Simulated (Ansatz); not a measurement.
Something may be wrong with this Ansatz 0.2.0 calculation of CuAu3.

The input input.yaml:

```yaml
crystal:
  lattice:
    - [7.52110988, 0.0, 0.0]
    - [0.0, 7.52110988, 0.0]
    - [0.0, 0.0, 7.52110988]
  atoms:
    - { symbol: Au, position: [0.5, 0.5, 0.0] }
    - { symbol: Au, position: [0.5, 0.0, 0.5] }
    - { symbol: Au, position: [0.0, 0.5, 0.5] }
    - { symbol: Cu, position: [0.0, 0.0, 0.0] }
hamiltonian:
  xc: pbesol
  pseudopotentials: { kind: paw }
kpoints:
  mp_grid: { grid: [7, 7, 7] }
scf:
  occupations: { method: fermi_dirac, width: 0.05 }
  max_iter: 100
output:
  forces: true
  stress: true
  eigenvalues: true
relax:
  f_tol: 0.01
  max_steps: 40
  cell: { stress_tol: 0.05 }
```

Potentials or basis: Ansatz PAW.

The run is started by

```sh
$ ansatz run input.yaml --threads 2 --pin off --max-ram 5632MiB --backend cpu --events-out ev --progress --plain --runs-dir out
```

Output:

```text
Warning: RAYON_NUM_THREADS=2 ignored (pool sized by the plan → 2); use --threads N
The last accepted step is kept in <dir> (removed where the run ends without a failure and the disk answers)
Engine: ansatz 0.2.0, x86_64-unknown-linux-gnu
Pseudopotentials: kind: paw
Pseudopotential: Au, paw, valence charge 19, recommended cutoff 420 eV (normal), Au.paw.azcp
Pseudopotential: Cu, paw, valence charge 19, recommended cutoff 420 eV (normal), Cu.paw.azcp
Functional definition: PBEsol
  exchange = pbesol_x
  correlation = pbesol_c
[... 50 lines left out ...]
SCF iter   3: F=—  HF=-45595.162704 eV  |F-HF|=—  |Δ(HF+E_count)|=   4.47e-3  Δρ=9.78e-4  dr2=5.05e-3  ethr=4.33e-5  ⟨swp⟩=2.0  Hψ=1180  notcnv=0
SCF iter   4: F=—  HF=-45595.162522 eV  |F-HF|=—  |Δ(HF+E_count)|=   1.83e-4  Δρ=1.03e-4  dr2=7.57e-5  ethr=6.64e-6  ⟨swp⟩=2.0  Hψ=985  notcnv=0  defer=2
SCF iter   5: F=—  HF=-45595.162130 eV  |F-HF|=—  |Δ(HF+E_count)|=   3.92e-4  Δρ=5.19e-5  dr2=5.51e-5  ethr=9.96e-8  ⟨swp⟩=2.5  Hψ=1520  notcnv=0  defer=2
SCF iter   6: F=—  HF=-45595.162140 eV  |F-HF|=—  |Δ(HF+E_count)|=   1.03e-5  Δρ=1.88e-5  dr2=5.87e-6  ethr=7.25e-8  ⟨swp⟩=2.0  Hψ=935  notcnv=0  defer=2
SCF iter   7: F=—  HF=-45595.162141 eV  |F-HF|=—  |Δ(HF+E_count)|=   4.98e-7  Δρ=4.96e-6  dr2=4.01e-7  ethr=5.26e-10  ⟨swp⟩=8.0  Hψ=3957  notcnv=0
SCF iter   8: F=-45595.162141 eV  HF=-45595.162141 eV  |F-HF|=7.22e-8  |Δ(HF+E_count)|=   1.72e-7  Δρ=2.67e-6  dr2=9.39e-8  ethr=5.26e-10  ⟨swp⟩=5.0  Hψ=2985  notcnv=0
SCF 2 converged in 8 iterations: F = -45595.162141 eV  dr2 = 9.39e-8
relax step   2: F+E_penalty+E_count = -45595.16214072 eV  Δ(F+E_penalty+E_count) = -6.348e-2 eV  max|allowed force component| = 1.834e-29 eV/Å  Δτ_max = 0.0000 Å  P = -0.828 GPa  Ω = 412.678 Å³  energy of the carried Pulay correction = +6.874e-4 eV  (8 SCF iters, dr2 threshold 4.00e-7 eV, accepted)
Crystal: 4 atoms, lattice volume = 355.100 Å³
Basis set: ecut = 420 eV, 6979 PW (Γ), exchange–correlation on 108×108×108 points (8 copies of the dense FFT grid, shifted against one another)
iter 1 solved again at ethr=1.48e-3 eV; its pass at ethr=3.10e-3 eV (dr2=1.13e0 eV) is discarded
SCF iter   1: F=—  HF=-45595.631341 eV  |F-HF|=—  |Δ(HF+E_count)|=         —  Δρ=8.05e-3  dr2=1.12e0  ethr=1.48e-3  ⟨swp⟩=1.5  Hψ=4917  notcnv=0
preconditioner: auto → LDOS  [metal: Δε(μ)=0.022 eV  Ē_g=4.455 eV  σ=0.050 eV  W_gap=0.11  n_scr=56 (ndim 8)  ℏωp=13.1 eV  f_vac=0.555  D(μ)=9.61/eV (n_scr^D=80)  β→1.0]
SCF iter   2: F=—  HF=-45595.674295 eV  |F-HF|=—  |Δ(HF+E_count)|=   4.30e-2  Δρ=2.77e-2  dr2=2.54e0  ethr=1.47e-3  ⟨swp⟩=3.1  Hψ=1320  notcnv=0  recentre
```

How did it end, and where is the flaw?

The run was cut off at its time limit. The input holds a flaw that was put in on purpose: a lattice typed in bohr (crystal.lattice = [[7.52110988, 0.0, 0.0], [0.0, 7.52110988, 0.0], [0.0, 0.0, 7.52110988]]).
